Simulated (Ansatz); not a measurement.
input.yaml

```yaml
crystal:
  lattice:
    - [7.1816521952, 0.0, 0.0]
    - [-1.7954130488, 3.1097466211, 0.0]
    - [0.0, 0.0, 15.41875455]
  atoms:
    - { symbol: Ga, position: [0.1666666667, 0.6666666667, 0.1706489164] }
    - { symbol: Ga, position: [0.6666666667, 0.6666666667, 0.1706489164] }
    - { symbol: Ga, position: [0.3333333333, 0.3333333333, 0.6706489164] }
    - { symbol: Ga, position: [0.8333333333, 0.3333333333, 0.6706489164] }
    - { symbol: Ga, position: [0.1666666667, 0.6666666667, 0.3293510836] }
    - { symbol: Ga, position: [0.6666666667, 0.6666666667, 0.3293510836] }
    - { symbol: Ga, position: [0.3333333333, 0.3333333333, 0.8293510836] }
    - { symbol: Ga, position: [0.8333333333, 0.3333333333, 0.8293510836] }
    - { symbol: S, position: [0.1666666667, 0.6666666667, 0.6000444374] }
    - { symbol: S, position: [0.6666666667, 0.6666666667, 0.6000444374] }
    - { symbol: S, position: [0.3333333333, 0.3333333333, 0.1000444374] }
    - { symbol: S, position: [0.8333333333, 0.3333333333, 0.1000444374] }
    - { symbol: S, position: [0.1666666667, 0.6666666667, 0.8999555626] }
    - { symbol: S, position: [0.6666666667, 0.6666666667, 0.8999555626] }
    - { symbol: S, position: [0.3333333333, 0.3333333333, 0.3999555626] }
    - { symbol: S, position: [0.8333333333, 0.3333333333, 0.3999555626] }
basis:
  ecutwfc: 420
kpoints:
  mp_grid: { grid: [10, 10, 2] }
hamiltonian:
  xc: pbe
  dispersion: d3bj
scf:
  occupations: { method: gaussian, width: 0.1 }
output:
  forces: true
  stress: true
  eigenvalues: true
```

Command:
```bash
ansatz run input.yaml --threads 2 --pin off --max-ram 5120MiB --backend cpu --events-out ev --progress --plain --runs-dir out
```

Computed with DFT PBE+D3(BJ), scalar-relativistic, plane waves, PAW in Ansatz.

From the run's log, abridged:

```
Pseudopotentials: kind: paw
Pseudopotential: Ga, paw, valence charge 13, recommended cutoff 420 eV (normal)
Pseudopotential: S, paw, valence charge 6, recommended cutoff 420 eV (normal)
Functional definition: PBE
Crystal: 16 atoms, lattice volume = 344.349 Å³
Basis set: ecut = 420 eV, 6707 PW (Γ), exchange–correlation on 100×50×216 points (8 copies of the dense FFT grid, shifted against one another)
Bands: 92, of which v1, the nominal top of the filled ones, is band 76 counted from 1 (75 counted from 0)
Symmetry: 16 space group operations
Space group: P63/mmc (ITA 194), of the structure as read, at distance tolerance 7.0e-5 Å
k-points: 72 of 200
Initial density: superposition of atomic densities (neutral atoms: chi_scale 0, normalization atom), corrected by the library's trained network
Initial wavefunctions: pseudopotential atomic-orbital guess
Functional: x = pbe(κ = 0.804, μ = 0.21951497), c = pbe(β = 0.06672455)
SCF iter   1: F=—  HF=-37495.317404 eV  |F-HF|=—  |Δ(HF+E_count)|=         —  Δρ=1.30e-3  dr2=4.73e-3  ethr=1.77e-3  ⟨swp⟩=6.4  Hψ=25127  notcnv=0
SCF iter   2: F=—  HF=-37495.317721 eV  |F-HF|=—  |Δ(HF+E_count)|=   3.17e-4  Δρ=7.04e-4  dr2=1.30e-3  ethr=3.11e-6  ⟨swp⟩=2.2  Hψ=13043  notcnv=0
SCF iter   3: F=—  HF=-37495.318476 eV  |F-HF|=—  |Δ(HF+E_count)|=   7.55e-4  Δρ=1.99e-4  dr2=8.32e-5  ethr=8.53e-7  ⟨swp⟩=2.0  Hψ=11510  notcnv=0
automatic band count: iteration 3 solves 88 bands in place of 92: the levels show a gap, and the empty bands left out lie too high to hold charge; the band table lists the bands solved (type scf.n_extra_bands for more)
SCF iter   4: F=—  HF=-37495.318374 eV  |F-HF|=—  |Δ(HF+E_count)|=   1.03e-4  Δρ=7.03e-5  dr2=1.41e-5  ethr=5.47e-8  ⟨swp⟩=2.0  Hψ=11510  notcnv=0
SCF iter   5: F=—  HF=-37495.318631 eV  |F-HF|=—  |Δ(HF+E_count)|=   2.58e-4  Δρ=2.37e-5  dr2=2.23e-6  ethr=9.31e-9  ⟨swp⟩=2.0  Hψ=10990  notcnv=0
SCF iter   6: F=—  HF=-37495.318634 eV  |F-HF|=—  |Δ(HF+E_count)|=   2.71e-6  Δρ=8.36e-6  dr2=3.49e-7  ethr=1.47e-9  ⟨swp⟩=2.0  Hψ=8501  notcnv=0
SCF iter   7: F=-37495.318635 eV  HF=-37495.318635 eV  |F-HF|=1.59e-8  |Δ(HF+E_count)|=   3.65e-7  Δρ=2.45e-6  dr2=3.60e-8  ethr=6.58e-11  ⟨swp⟩=8.6  Hψ=25811  notcnv=0
SCF 1 converged in 7 iterations: F = -37495.318635 eV  dr2 = 3.60e-8
SCF converged after 7 iterations
Free energy (F): -37495.318635 eV
Harris-Foulkes:  -37495.318635 eV  (|F-HF|=1.59e-8)
Internal energy: -37495.318635 eV  (E = F + TS)
E sigma→0 (E₀):  -37495.318635 eV
Fermi energy:    7.146703 eV
--- Per-component energies (eV) ---
  E_band       = -627.970896
  E_kinetic    = 1777.537999
  E_local      = -19999.990857  (includes V_loc(G=0)·N_el)
  E_nonlocal   = 3630.444554
  E_hartree    = 9230.123442
  E_xc         = -1327.489919
  E_vxc        = -1160.565636  (∫ρ·V_xc dr)
  E_paw        = -20716.921452  (= ΣΔE_a)
  E_vpaw       = -3335.637404  (= ΣTr[D̂ρ^β])
  E_aug_tail   = -0.000931  (compensation charges beyond the density's cutoff)
  E_ewald      = -10084.645741
  E_disp       = -4.375729  (pairwise vdW)
  E_smearing   =  0.000000  (= −TS)
--- Forces (eV/Å), atoms counted from 1 ---
  atom   1  Ga    -0.00000804    -0.00000464    -0.01211297
  atom   2  Ga    -0.00000804    -0.00000464    -0.01211297
  atom   3  Ga     0.00000804     0.00000464    -0.01211297
  atom   4  Ga     0.00000804     0.00000464    -0.01211297
  atom   5  Ga    -0.00000804    -0.00000464     0.01211297
  atom   6  Ga    -0.00000804    -0.00000464     0.01211297
  atom   7  Ga     0.00000804     0.00000464     0.01211297
  atom   8  Ga     0.00000804     0.00000464     0.01211297
  atom   9  S     -0.00000744    -0.00000430     0.01141350
  atom  10  S     -0.00000744    -0.00000430     0.01141350
  atom  11  S      0.00000744     0.00000430     0.01141350
  atom  12  S      0.00000744     0.00000430     0.01141350
  atom  13  S     -0.00000744    -0.00000430    -0.01141350
  atom  14  S     -0.00000744    -0.00000430    -0.01141350
  atom  15  S      0.00000744     0.00000430    -0.01141350
  atom  16  S      0.00000744     0.00000430    -0.01141350
--- Stress (GPa, compression-positive) ---
       -0.032075      -0.000485       0.000000
       -0.000485      -0.031515       0.000000
        0.000000       0.000000       0.039641
  P = ⅓ Tr σ = -0.0080 GPa (-0.080 kbar)
--- Band table (eV; the first three rows and the last of 72) ---
  k-point 0: bands = ["-8.7526", "-8.7481", "-8.6792", "-8.6737", "-8.6034", "-8.6001", "-8.5254", "-8.5243", "-8.4701", "-8.4701", "-8.4699", "-8.4699", "-8.4537", "-8.4533", "-8.4175", "-8.4172", "-8.4146", "-8.4146", "-8.4145", "-8.4145", "-8.3866", "-8.3866", "-8.3866", "-8.3866", "-8.3488", "-8.3486", "-8.3397", "-8.3397", "-8.3361", "-8.3145", "-8.2967", "-8.2964", "-8.2404", "-8.2402", "-8.2328", "-8.2328", "-8.2327", "-8.2327", "-8.1095", "-8.1093", "-7.8293", "-7.6275", "-7.5176", "-7.3048", "-6.0711", "-5.9782", "-5.9442", "-5.8456", "-1.2004", "-1.0931", "-0.6210", "-0.3944", "-0.2574", "-0.1626", "1.7544", "2.2857", "2.8535", "2.9396", "3.4183", "3.5014", "3.5832", "3.6269", "3.8 ...
  k-point 1: bands = ["-8.7504", "-8.7504", "-8.6764", "-8.6764", "-8.6018", "-8.6018", "-8.5248", "-8.5248", "-8.4700", "-8.4700", "-8.4700", "-8.4700", "-8.4535", "-8.4535", "-8.4174", "-8.4174", "-8.4146", "-8.4146", "-8.4146", "-8.4146", "-8.3866", "-8.3866", "-8.3866", "-8.3866", "-8.3487", "-8.3487", "-8.3397", "-8.3397", "-8.3259", "-8.3259", "-8.2965", "-8.2965", "-8.2403", "-8.2403", "-8.2327", "-8.2327", "-8.2327", "-8.2327", "-8.1094", "-8.1094", "-7.7574", "-7.7574", "-7.3817", "-7.3817", "-6.0404", "-6.0404", "-5.8792", "-5.8792", "-1.1509", "-1.1509", "-0.4226", "-0.4226", "-0.3224", "-0.3224", "2.3010", "2.3010", "2.5056", "2.5056", "3.4704", "3.4704", "3.7493", "3.7493", "3.8 ...
  k-point 2: bands = ["-8.7480", "-8.7431", "-8.6765", "-8.6707", "-8.6132", "-8.6079", "-8.5253", "-8.5243", "-8.4998", "-8.4956", "-8.4822", "-8.4704", "-8.4667", "-8.4665", "-8.4586", "-8.4582", "-8.4125", "-8.4122", "-8.4084", "-8.4083", "-8.3898", "-8.3897", "-8.3841", "-8.3841", "-8.3532", "-8.3531", "-8.3458", "-8.3457", "-8.2990", "-8.2918", "-8.2914", "-8.2908", "-8.2432", "-8.2429", "-8.2336", "-8.2335", "-8.2162", "-8.2160", "-8.1107", "-8.1106", "-7.6849", "-7.4921", "-7.4013", "-7.1908", "-6.0853", "-5.9863", "-5.9559", "-5.8512", "-1.0790", "-0.9652", "-0.5300", "-0.2512", "-0.1097", "-0.1085", "1.8267", "2.2309", "2.5837", "2.7935", "3.1535", "3.1864", "3.3110", "3.3148", "3.5 ...
  k-point 71: bands = ["-8.7359", "-8.7359", "-8.7359", "-8.7359", "-8.6678", "-8.6678", "-8.6678", "-8.6678", "-8.5249", "-8.5249", "-8.5249", "-8.5249", "-8.4674", "-8.4674", "-8.4674", "-8.4674", "-8.4003", "-8.4003", "-8.4003", "-8.4003", "-8.3610", "-8.3610", "-8.3610", "-8.3610", "-8.3602", "-8.3602", "-8.3602", "-8.3602", "-8.2812", "-8.2812", "-8.2812", "-8.2812", "-8.2501", "-8.2501", "-8.2501", "-8.2501", "-8.1131", "-8.1131", "-8.1131", "-8.1131", "-6.0763", "-6.0763", "-6.0763", "-6.0763", "-5.8997", "-5.8997", "-5.8997", "-5.8997", "-0.7486", "-0.7486", "-0.7486", "-0.7486", "0.1763", "0.1763", "0.1763", "0.1763", "2.1031", "2.1031", "2.1031", "2.1031", "2.5325", "2.5325", "2.53 ...
```

The run converged.

Time: 56 s on 2 threads of Arm Neoverse V1 (shared host), peak memory 1.7 GiB.